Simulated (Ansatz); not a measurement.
**HfC: response to strain**

HfC is deformed so: zz strain of -3 %. What stress and forces result, by LAPW, PAW and all-electron datasets made for the crystal?

Program: Ansatz 0.2.0. Level of theory: DFT PBE, scalar-relativistic. These are calculated values, not measurements.

## Step 1: Starting point

Symmetry: Fm-3m, No. 225, cubic system. The conventional cell has a = 4.650 Å, b = 4.650 Å, c = 4.650 Å, α = 90.00°, β = 90.00°, γ = 90.00°. Around Hf (site symmetry m-3m) lie 6 C at 2.33 Å. C (site symmetry m-3m) is surrounded by 6 Hf at 2.33 Å.

As a file:

```cif
data_structure
_symmetry_space_group_name_H-M 'P 1'
_symmetry_Int_Tables_number 1
_cell_length_a 3.2880
_cell_length_b 3.2880
_cell_length_c 3.2880
_cell_angle_alpha 60.000
_cell_angle_beta 60.000
_cell_angle_gamma 60.000
_cell_volume 25.14
loop_
_atom_site_label
_atom_site_type_symbol
_atom_site_fract_x
_atom_site_fract_y
_atom_site_fract_z
_atom_site_occupancy
Hf1 Hf 0.50000 0.50000 0.50000 1
C1 C 0.00000 0.00000 0.00000 1
```

Atoms are numbered in the order of the input: Hf1, C2.

## Step 2: After the deformation

Space group Fm-3m before, I4/mmm after.

## Step 3: All-electron LAPW

The input, input.yaml:

```yaml
crystal:
  lattice:
    - [0.0, 2.325, 2.25525]
    - [2.325, 0.0, 2.25525]
    - [2.325, 2.325, 0.0]
  atoms:
    - { symbol: Hf, position: [0.5, 0.5, 0.5] }
    - { symbol: C, position: [0.0, 0.0, 0.0] }
kpoints:
  mp_grid: { grid: [15, 15, 15] }
  band_path:
    path:
      - [0.0, 0.0, 0.0]
      - [0.0, 0.5, 0.5]
      - [0.25, 0.75, 0.5]
      - [0.0, 0.5, 0.0]
      - [0.0, 0.0, 0.0]
      - [0.5, 0.5, 0.0]
      - [0.3828515251, 0.6171484749, 0.0]
      - [-0.3828515251, 0.3828515251, 0.0]
      - [0.0, 0.0, 0.0]
    npoints: 5
scf:
  occupations: { method: fermi_dirac, width: 0.05 }
hamiltonian:
  xc: pbe
  pseudopotentials: { kind: all_electron, lapw: { basis_error: 0.001 } }
output:
  forces: true
  stress: true
  eigenvalues: true
```

The run is started by

```bash
$ ansatz run input.yaml --threads 1 --pin off --max-ram 3072MiB --backend cpu --events-out ev --progress --plain --runs-dir out
```

Standard output, cut to the lines that bear on the results:

```text
LAPW: plane waves up to 9.218 Å⁻¹, error target 1.0e-3 eV per atom; small_component_spin mean_spin; C in spheres of 0.922 Å, 6 of its electrons in bands, Dirac shells []; Hf in spheres of 1.333 Å, 42 of its electrons in bands, Dirac shells []
[...]
Pseudopotentials: kind: all_electron
Pseudopotential: Hf, LAPW, valence charge 42, Koelling and Harmon's equation, gaussian nucleus
Pseudopotential: C, LAPW, valence charge 6, Koelling and Harmon's equation, gaussian nucleus
Functional definition: PBE
[...]
Crystal: 2 atoms, lattice volume = 24.382 Å³
Basis set: ecut = 323.74405838980465 eV, 331 PW (Γ), exchange–correlation at level 2
Bands: 29, of which v1, the nominal top of the filled ones, is band 24 counted from 1 (23 counted from 0)
Symmetry: 16 space group operations
Space group: I4/mmm (ITA 139), of the structure as read, at distance tolerance 2.9e-5 Å
k-points: 288 of 3375
[...]
SCF iter   1: F=—  HF=-411290.898661 eV  |F-HF|=—  |Δ(HF+E_count)|=         —  Δρ=1.34e-1  dr2=6.10e0  ethr=1.27e-2  ⟨swp⟩=2.0  Hψ=50710  notcnv=0
[...]
the basis was enlarged: its passes take 200.8 KiB over the memory plan, 1 of 1 planned eigensolver slots
[...]
SCF iter  10: F=-411288.904704 eV  HF=-411288.904704 eV  |F-HF|=6.40e-9  |Δ(HF+E_count)|=   3.14e-8  Δρ=1.18e-5  dr2=3.07e-8  ethr=1.27e-9  ⟨swp⟩=3.0  Hψ=25354  notcnv=0
[...]
NSCF: frozen V_eff on 41 k-points
SCF converged after 10 iterations
Free energy (F): -411288.904704 eV
[...]
E sigma→0 (E₀):  -411288.903550 eV
Entropy (-TS):   -0.002307 eV (-1.153 meV/atom)
Fermi energy:    21.169621 eV
[...]
--- Forces (eV/Å), atoms counted from 1 ---
  atom   1  Hf     0.00000000     0.00000000    -0.00000000
  atom   2  C     -0.00000000     0.00000000     0.00000000
[...]
--- Stress (GPa, compression-positive) ---
        3.536115       0.000000       0.000000
        0.000000       3.536115       0.000000
        0.000000       0.000000      17.761959
  P = ⅓ Tr σ = 8.2781 GPa (82.781 kbar)
--- Band table (eV; the first three rows and the last of 288) ---
[...]
```

It took 41 s on 1 thread of Intel Xeon 6975P-C (Granite Rapids), shared host; peak memory 0.81 GiB.

In short: pressure 8.28 GPa; no gap.

## Step 4: PAW with frozen cores

The input, input.yaml:

```yaml
crystal:
  lattice:
    - [0.0, 2.325, 2.25525]
    - [2.325, 0.0, 2.25525]
    - [2.325, 2.325, 0.0]
  atoms:
    - { symbol: Hf, position: [0.5, 0.5, 0.5] }
    - { symbol: C, position: [0.0, 0.0, 0.0] }
kpoints:
  mp_grid: { grid: [15, 15, 15] }
scf:
  occupations: { method: fermi_dirac, width: 0.05 }
hamiltonian:
  xc: pbe
  pseudopotentials: { kind: paw }
output:
  forces: true
  stress: true
  eigenvalues: true
  efg: { contact_densities: true }
```

The run is started by

```bash
$ ansatz run input.yaml --threads 1 --pin off --max-ram 3072MiB --backend cpu --events-out ev --progress --plain --runs-dir out
```

Standard output, cut to the lines that bear on the results:

```text
Hf: output.efg is read without spin–orbit coupling, which moves field gradients at and beside such atoms by some per cent and up to a factor of two; PAW files take it under magnetization.noncollinear and magnetization.spin_orbit
[...]
Pseudopotentials: kind: paw
Pseudopotential: Hf, paw, valence charge 26, recommended cutoff 420 eV (normal)
Pseudopotential: C, paw, valence charge 4, recommended cutoff 420 eV (normal)
Functional definition: PBE
[...]
Crystal: 2 atoms, lattice volume = 24.382 Å³
Basis set: ecut = 420 eV, 499 PW (Γ), exchange–correlation on 48×48×48 points (8 copies of the dense FFT grid, shifted against one another)
Bands: 19, of which v1, the nominal top of the filled ones, is band 15 counted from 1 (14 counted from 0)
Symmetry: 16 space group operations
Space group: I4/mmm (ITA 139), of the structure as read, at distance tolerance 2.9e-5 Å
k-points: 288 of 3375
[...]
  atom   1  Hf     0.00000000     0.00000000     0.00000000
  atom   2  C     -0.00000000     0.00000000     0.00000000
[...]
--- Stress (GPa, compression-positive) ---
        3.475514       0.000000       0.000000
        0.000000       3.475514       0.000000
        0.000000       0.000000      17.721562
  P = ⅓ Tr σ = 8.2242 GPa (82.242 kbar)
--- PAW observables at the nuclei: V_zz in 10²¹ V/m², potentials from the cell's mean, atoms counted from 1 ---
  atom   1  Hf V_zz =   -11.514502   η = 0.0000   by run symmetry: allowed
            electrostatic potential = -14185.472089 V   contact ρ = 7528576.131007 e/Å³
  atom   2  C  V_zz =    -0.348053   η = 0.0000   by run symmetry: allowed
            electrostatic potential = -428.359627 V   contact ρ = 869.168274 e/Å³
--- Band table (eV; the first three rows and the last of 288) ---
  k-point 0: bands = ["-40.1998", "-8.6575", "-8.6575", "-8.6315", "8.3143", "9.8436", "9.8436", "9.8447", "9.8588", "9.9410", "9.9410", "9.9442", "21.8082", "21.8082", "21.9896", "22.0618", "22.0618", "22.3973", "24.0456"]
[...]
```

Wall time 4.9 s (1 thread of Intel Xeon 6975P-C (Granite Rapids), shared host); peak memory 0.52 GiB.

In short: pressure 8.22 GPa; no gap; Vzz Hf1 -11.51 (η = 0.00), C2 -0.35 (η = 0.00) (10²¹ V/m²).

## Step 5: All-electron PAW on datasets made for the crystal

input.yaml: that of step 4 with these lines changed.

```diff
@@ -14,3 +14,3 @@
   xc: pbe
-  pseudopotentials: { kind: paw }
+  pseudopotentials: { kind: all_electron, datasets: crystal }
 output:
```

The run is started by

```bash
$ ansatz run input.yaml --threads 1 --pin off --max-ram 3072MiB --backend cpu --events-out ev --progress --plain --runs-dir out
```

Standard output, cut to the lines that bear on the results:

```text
[...]
Hf: output.efg is read without spin–orbit coupling, which moves field gradients at and beside such atoms by some per cent and up to a factor of two; PAW files take it under magnetization.noncollinear and magnetization.spin_orbit
[...]
Pseudopotentials: kind: all_electron
Pseudopotential: Hf, paw, valence charge 26, recommended cutoff 420 eV (normal), Koelling and Harmon's equation, gaussian nucleus
Pseudopotential: C, paw, valence charge 4, recommended cutoff 420 eV (normal), Koelling and Harmon's equation, gaussian nucleus
Functional definition: PBE
[...]
Crystal: 2 atoms, lattice volume = 24.382 Å³
Basis set: ecut = 420 eV, 499 PW (Γ), exchange–correlation on 48×48×48 points (8 copies of the dense FFT grid, shifted against one another)
Bands: 19, of which v1, the nominal top of the filled ones, is band 15 counted from 1 (14 counted from 0)
Symmetry: 16 space group operations
[...]
  atom   1  Hf     0.00000000     0.00000000    -0.00000000
  atom   2  C     -0.00000000     0.00000000     0.00000000
[...]
--- Stress (GPa, compression-positive) ---
        3.534707       0.000000       0.000000
        0.000000       3.534707       0.000000
        0.000000       0.000000      17.758699
  P = ⅓ Tr σ = 8.2760 GPa (82.760 kbar)
--- PAW observables at the nuclei: V_zz in 10²¹ V/m², potentials from the cell's mean, atoms counted from 1 ---
  atom   1  Hf V_zz =   -11.471556   η = -0.0000   by run symmetry: allowed
            electrostatic potential = -14185.453669 V   contact ρ = 7525171.387424 e/Å³
  atom   2  C  V_zz =    -0.353590   η = 0.0000   by run symmetry: allowed
            electrostatic potential = -428.383098 V   contact ρ = 869.318125 e/Å³
--- Band table (eV; the first three rows and the last of 288) ---
  k-point 0: bands = ["-39.8360", "-8.2913", "-8.2913", "-8.2666", "8.6791", "10.2059", "10.2059", "10.2067", "10.2198", "10.3026", "10.3026", "10.3059", "22.1782", "22.1782", "22.3573", "22.4244", "22.4244"]
[...]
```

It took 27 s on 1 thread of Intel Xeon 6975P-C (Granite Rapids), shared host; peak memory 0.9 GiB.

This run gives: pressure 8.28 GPa; no gap; Vzz Hf1 -11.47 (η = 0.00), C2 -0.35 (η = 0.00) (10²¹ V/m²).

## Step 6: Side by side

Stress (GPa, compression positive):

| method | xx | yy | zz | yz | xz | xy |
| --- | --- | --- | --- | --- | --- | --- |
| LAPW | 3.54 | 3.54 | 17.76 | 0.00 | 0.00 | 0.00 |
| PAW | 3.48 | 3.48 | 17.72 | 0.00 | 0.00 | 0.00 |
| crystal datasets | 3.53 | 3.53 | 17.76 | 0.00 | 0.00 | 0.00 |

| method | pressure (GPa) | Vzz Hf1 (10²¹ V/m²) | Vzz C2 (10²¹ V/m²) | SCF cycles, all passes |
| --- | --- | --- | --- | --- |
| LAPW | 8.28 | – | – | 10 |
| PAW | 8.22 | -11.51 | -0.35 | 6 |
| crystal datasets | 8.28 | -11.47 | -0.35 | 10 |

## Step 7: Summary of results

| quantity | value |
| --- | --- |
| pressure | LAPW 8.28, PAW 8.22, crystal datasets 8.28 GPa |
| largest shear or deviatoric stress (LAPW) | 9.48 GPa |

In words: The largest part of the stress beyond the pressure is 9.48 GPa in size, in the zz component; the atoms are carried along and not relaxed. No run of the undeformed cell stands beside it, so the pressure holds what the given cell had before the change. PAW: stress within 0.06 GPa of LAPW. Crystal datasets: stress within 0.01 GPa of LAPW. Spin-orbit coupling is left out, though the cell holds Hf; in elements this heavy it can shift bands and gaps by tenths of an eV.
